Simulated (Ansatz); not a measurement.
# InSb3: the cost of one run

Program: Ansatz 0.2.0. Level of theory: DFT PBEsol, scalar-relativistic, plane waves, PAW. These are calculated values, not measurements.

1 further run of the same task is left out (it didn't finish).

## 1. The system as given

The structure is cubic, space group Pm-3m (No. 221). Conventional cell: a = 4.806 Å, b = 4.806 Å, c = 4.806 Å, α = 90.00°, β = 90.00°, γ = 90.00°. Around In (site symmetry m-3m) lie 12 Sb at 3.40 Å. Around Sb (site symmetry 4/mmm) lie 4 In at 3.40 Å and 8 Sb at 3.40 Å.

Coordinates:

```
In Sb
1.0
     4.80637    0.00000    0.00000
     0.00000    4.80637    0.00000
     0.00000    0.00000    4.80637
In Sb
1 3
Cartesian
  0.0000 0.0000 0.0000
  2.4032 0.0000 2.4032
  0.0000 2.4032 2.4032
  2.4032 2.4032 0.0000
```

The structure comes from the Materials Project (structure only).

## 2. One atom moved

Against the listed cell: atom 4 (Sb) moved by 0.23 Å.

Contents of input.yaml:

```yaml
crystal:
  lattice:
    - [4.806367, 0.0, 0.0]
    - [0.0, 4.806367, 0.0]
    - [0.0, 0.0, 4.806367]
  atoms:
    - { symbol: In, position: [0.0, 0.0, 0.0] }
    - { symbol: Sb, position: [0.5, 0.0, 0.5] }
    - { symbol: Sb, position: [0.0, 0.5, 0.5] }
    - { symbol: Sb, position: [0.4886026182, 0.4863514376, -0.0433050576] }
basis:
  ecutwfc: 420
kpoints:
  mp_grid: { grid: [8, 8, 8] }
hamiltonian:
  xc: pbesol
scf:
  occupations: { method: gaussian, width: 0.1 }
output:
  forces: true
  stress: true
  eigenvalues: true
```

Started as:

```
> ansatz run input.yaml --threads 1 --pin off --max-ram 1331MiB --backend cpu --events-out ev --progress --plain --runs-dir out
```

What time and memory should one allow on 1 thread of an x86-64 CPU, shared host?

About 2.9 min, with a peak of 0.91 GiB.
